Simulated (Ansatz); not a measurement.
CdS (Hawleyite):

```
Cd S
1.0
     0.00000    2.91650    2.91650
     2.91650    0.00000    2.91650
     2.91650    2.91650    0.00000
Cd S
1 1
Cartesian
  0.0000 0.0000 0.0000
  4.3748 4.3748 4.3748
```

Program: Ansatz 0.2.0. Alike in all runs: potentials or basis Ansatz PAW; cell as given.

Problem. Order these runs on this cell by their band gap on the k mesh, lowest first.
A. level r2SCAN+D3(BJ); spin SOC, no magnetisation; k mesh 6 × 6 × 6; cutoff (eV) 500; smearing fermi-dirac 0.1 eV
B. level PBEsol; spin off; k mesh 8 × 8 × 8; cutoff (eV) 420; smearing fixed
C. level RPBE; spin off; k mesh 8 × 8 × 8; cutoff (eV) 420; smearing gaussian 0.05 eV

Solution. B (1.00 eV), C (1.33 eV), A (1.58 eV).

Caveats: the dispersion damping was fitted for another functional or another form of the correction (some runs).

Runs at the PBE level aren't shown here.
